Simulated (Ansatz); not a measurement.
**O: how the settings move a single-point run**

How sensitive is a single-point run of O to its settings? A reference run comes first, then one run with altered input.

Method: reference: DFT, PBE, PAW with Ansatz's default frozen-core files, scalar-relativistic, in Ansatz 0.2.0.

2 further runs of the same task are left out: 2 that didn't finish.

**1. The system as given**

The structure is trigonal, space group R-3m (No. 166). The conventional cell has a = 2.847 Å, b = 2.847 Å, c = 10.225 Å, α = 90.00°, β = 90.00°, γ = 120.00°. O (site symmetry 3m) has 1 O at 1.04 Å as nearest neighbours.

Structure file:

```cif
data_structure
_symmetry_space_group_name_H-M 'R-3m:H'
_symmetry_Int_Tables_number 166
_cell_length_a 2.8467
_cell_length_b 2.8467
_cell_length_c 10.2249
_cell_angle_alpha 90.000
_cell_angle_beta 90.000
_cell_angle_gamma 120.000
_cell_volume 71.76
loop_
_atom_site_label
_atom_site_type_symbol
_atom_site_symmetry_multiplicity
_atom_site_Wyckoff_symbol
_atom_site_fract_x
_atom_site_fract_y
_atom_site_fract_z
_atom_site_occupancy
O1 O 6 c 0.33333 0.66667 0.71744 1
```

**2. Baseline**

input.yaml reads:

```yaml
crystal:
  lattice:
    - [1.42335, 0.8217715057, 3.4083]
    - [-1.42335, 0.8217715057, 3.4083]
    - [0.0, -1.6435430113, 3.4083]
  atoms:
    - { symbol: O, position: [0.050776, 0.050776, 0.050776] }
    - { symbol: O, position: [0.949224, 0.949224, 0.949224] }
kpoints:
  mp_grid: { grid: [10, 10, 10] }
scf:
  occupations: { method: fermi_dirac, width: 0.03 }
hamiltonian:
  xc: pbe
  pseudopotentials: { kind: paw }
output:
  forces: true
  stress: true
  eigenvalues: true
  efg: { contact_densities: true }
  populations: true
  write_density: true
  write_potential: true
  elf: true
  volumetric_format: npy
```

On the command line:

```console
ansatz run input.yaml --threads 1 --pin off --max-ram 2048MiB --backend cpu --events-out ev --progress --plain --runs-dir out
```

**3. The same system, input altered**

input.yaml reads:

```yaml
crystal:
  lattice:
    - [1.42335, 0.8217715057, 3.4083]
    - [-1.42335, 0.8217715057, 3.4083]
    - [0.0, -1.6435430113, 3.4083]
  atoms:
    - { symbol: O, position: [0.050776, 0.050776, 0.050776] }
    - { symbol: O, position: [0.949224, 0.949224, 0.949224] }
kpoints:
  mp_grid: { grid: [8, 8, 8] }
scf:
  occupations: { method: methfessel_paxton, width: 0.01 }
hamiltonian:
  xc: pbe
  pseudopotentials: { kind: nc, accuracy: standard }
output:
  forces: true
  stress: true
  eigenvalues: true
  efg: { contact_densities: true }
  populations: true
```

(Steps that only read results are left out.)

Before running it: what results should come out? Wanted: for each run, ending; energy change.

As calculated:

```csv
run,ending,energy change,cycles,time
reference,converged,-,6,2.8 s
"1: mp_grid.grid [8, 8, 8], occupations.method methfessel_paxton, occupations.width 0.01, pseudopotentials.kind nc, pseudopotentials.accuracy standard",refused,-,-,0.02 s
```

Times don't compare one to one where runs were asked for different outputs or read a saved state (see the inputs); cycles may leave out searches for a lower state.

Residual by cycle in the longest SCF loop of each run; runs are numbered as in the table. The quantity is the density residual dr2, in eV.

```csv
cycle,reference
1,0.0165
2,8.2e-4
3,3.9e-5
4,1.5e-6
5,1.8e-8
6,3.7e-10
```

With the changed k-point mesh, smearing and potentials the run ends refused. Semilocal functionals close small gaps, so the missing gap need not be the real solid's. The structure is not at rest: the sound run finds 53 GPa, so these are no properties of the relaxed crystal.  1 of the 1 altered inputs did not end normally.
